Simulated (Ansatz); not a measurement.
# ZrO2: the cost of one run

Method: reference: DFT PBE, plane waves, PAW, scalar-relativistic, no spin polarisation, in Ansatz 0.2.0.

## 1. Starting point

The structure is tetragonal, space group P4_2/nmc (No. 137). The conventional cell has a = 3.670 Å, b = 3.670 Å, c = 5.296 Å, α = 90.00°, β = 90.00°, γ = 90.00°. O (site symmetry 2mm) is surrounded by 4 Zr at 2.12 to 2.42 Å. Zr (site symmetry -4m2) is surrounded by 8 O at 2.12 to 2.42 Å.

Structure file:

```xyz
6
Lattice="3.6703 0.0000 0.0000 0.0000 3.6703 0.0000 0.0000 0.0000 5.2961" Properties=species:S:1:pos:R:3 pbc="T T T"
O     0.0000    1.8351    1.0645
O     0.0000    1.8351    3.7126
O     1.8351    0.0000    1.5835
O     1.8351    0.0000    4.2316
Zr    0.0000    0.0000    0.0000
Zr    1.8351    1.8351    2.6480
```

## 2. Baseline

The input, input.yaml:

```yaml
crystal:
  lattice:
    - [3.67027, 0.0, 0.0]
    - [0.0, 3.67027, 0.0]
    - [0.0, 0.0, 5.296081]
  atoms:
    - { symbol: O, position: [0.0, 0.5, 0.201] }
    - { symbol: O, position: [0.0, 0.5, 0.701] }
    - { symbol: O, position: [0.5, 0.0, 0.299] }
    - { symbol: O, position: [0.5, 0.0, 0.799] }
    - { symbol: Zr, position: [0.0, 0.0, 0.0] }
    - { symbol: Zr, position: [0.5, 0.5, 0.5] }
  symmetry: { tolerance: 0.0003 }
kpoints:
  mp_grid: { grid: [5, 5, 4], shift: [0, 0, 0] }
magnetization:
  spin_polarized: false
scf:
  occupations: { method: fermi_dirac, width: 0.0551 }
hamiltonian:
  pseudopotentials: { kind: paw }
  xc: pbe
basis:
  ecutwfc: 420
output:
  forces: true
  stress: true
  eigenvalues: true
```

Command:

```bash
ansatz run input.yaml --threads 1 --pin off --max-ram 2560MiB --backend cpu --events-out ev --progress --plain --runs-dir out
```

**Question.** How long does this run take on 1 thread of Intel Xeon Platinum 8375C at 2.90GHz (Ice Lake), shared host, and how much memory does it need?

About 2.2 s, with a peak of 0.39 GiB.
